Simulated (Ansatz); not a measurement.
## Te₂Mo at a changed volume — ⁹⁵Mo NMR of the central transition

Cell: an entry of the Crystallography Open Database (COD), relaxed with PBE at fixed cell and then changed (volume scaled by 0.98, ions relaxed).

Space group P6_3/mmc (No. 194); a = 3.4946, c = 13.8798 Å, γ = 120.00°.

| site | Wyckoff | site symmetry | x | y | z |
| --- | --- | --- | --- | --- | --- |
| Te | 4f | 3m. | 0.3333 | 0.6667 | 0.6187 |
| Mo | 2c | -6m2 | 0.3333 | 0.6667 | 0.2500 |

One atom of each set is listed.

Computed with Ansatz: DFT, PBE, plane waves and PAW, scalar-relativistic, 420 eV cutoff, Γ-centred 14×14×3 k-points, Fermi–Dirac smearing 0.02 eV.

⁹⁵Mo has I = 5/2 and Q = -22.00 mb (Pyykkö 2018); at 9.4 T its Larmor frequency is ν₀ = 26.2 MHz (from the bare nuclear moment; shielding lowers the observed one by a per cent or two). Only the quadrupole interaction is simulated: positions count from each site's isotropic chemical shift, and shift anisotropy, dipolar and J coupling are left out.

Simulated pattern of one Mo site (static powder, Gaussian broadening 0.5 kHz):

| offset (kHz) | height |
| --- | --- |
| -8.66 | 0 |
| -8.30 | 8 |
| -7.95 | 68 |
| -7.59 | 100 |
| -7.24 | 68 |
| -6.88 | 53 |
| -6.52 | 45 |
| -6.17 | 40 |
| -5.81 | 37 |
| -5.46 | 34 |
| -5.10 | 32 |
| -4.74 | 31 |
| -4.39 | 30 |
| -4.03 | 29 |
| -3.68 | 28 |
| -3.32 | 27 |
| -2.96 | 27 |
| -2.61 | 26 |
| -2.25 | 26 |
| -1.90 | 26 |
| -1.54 | 26 |
| -1.18 | 26 |
| -0.83 | 25 |
| -0.47 | 26 |
| -0.12 | 24 |
| 0.24 | 21 |
| 0.60 | 20 |
| 0.95 | 21 |
| 1.31 | 22 |
| 1.66 | 23 |
| 2.02 | 24 |
| 2.37 | 26 |
| 2.73 | 28 |
| 3.09 | 32 |
| 3.44 | 37 |
| 3.80 | 48 |
| 4.15 | 71 |
| 4.51 | 48 |
| 4.87 | 6 |
| 5.22 | 0 |

Question: Which |C_Q| and η does the pattern imply?

Answer: The pattern spans 12.3 kHz before broadening and its centre of gravity is at -2.36 kHz, which fixes P_Q; the places of the horns and steps fix η. That gives P_Q = 3.21 MHz, |C_Q| = 3.21 MHz and η = 0.00. The sign of C_Q can't be read from the pattern.

An axis of threefold or higher order runs through Mo, so V_zz lies along it and η is zero.

Without spin–orbit coupling the gradients at and beside Te can be off by some per cent, at some sites by more.
